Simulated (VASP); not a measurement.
# InP: single point with r2SCAN+D4

**Experimental background.**

A printed reference work, data compilation reports, for a bulk crystal of InP at 1.6 K: band gap 1.4236 eV (direct).

Crystal: InP.

```
In P
1.0
     0.00000    2.93690    2.93690
     2.93690    0.00000    2.93690
     2.93690    2.93690    0.00000
In P
1 1
Direct
  0.00000 0.00000 0.00000
  0.75000 0.75000 0.75000
```

* Program: VASP 6.6.1
* Task: single point
* Functional: r2SCAN
* Dispersion: D4
* Potentials or basis: VASP PAW PBE potentials, release 64 (In_d, P)
* Cutoff: 520 eV
* k mesh: 8 × 8 × 8
* Occupations: gaussian, width 0.05 eV
* Spin: no spin polarisation

- Pressure: 0.4 GPa
- Band gap on the k mesh: 1.13 eV, direct
- Dispersion energy per atom: -0.118 eV

Levels at points of the mesh, in eV from the valence-band top:
| k point | band 6 | band 7 | band 8 | band 9 | band 10 | band 11 | band 12 | band 13 |
| --- | --- | --- | --- | --- | --- | --- | --- | --- |
| (0.00, 0.00, 0.00) | -11.95 | 0.00 | 0.00 | 0.00 | 1.13 | 4.44 | 4.44 | 4.44 |
| (0.50, 0.00, 0.00) | -10.17 | -5.85 | -1.00 | -1.00 | 1.85 | 5.16 | 5.16 | 7.54 |
| (0.50, 0.50, 0.00) | -9.50 | -5.85 | -2.39 | -2.39 | 2.02 | 2.55 | 9.84 | 10.27 |

Run time: 99 s on 1 thread of Intel Xeon 8259CL, on a shared host, peak memory 0.2 GiB.

Measured gap of InP: 1.4236 eV (direct; 1.6 K; a printed reference work, data compilation). This calculation gives 1.13 eV (-0.29 eV). Spin-orbit coupling on In is left out. The value is that of r2SCAN+D4, without temperature or zero-point motion.

Caveat: the PAW data sets were made with another functional, which shifts forces and pressure a little; spin-orbit coupling is left out, which moves the levels of the heavy elements.
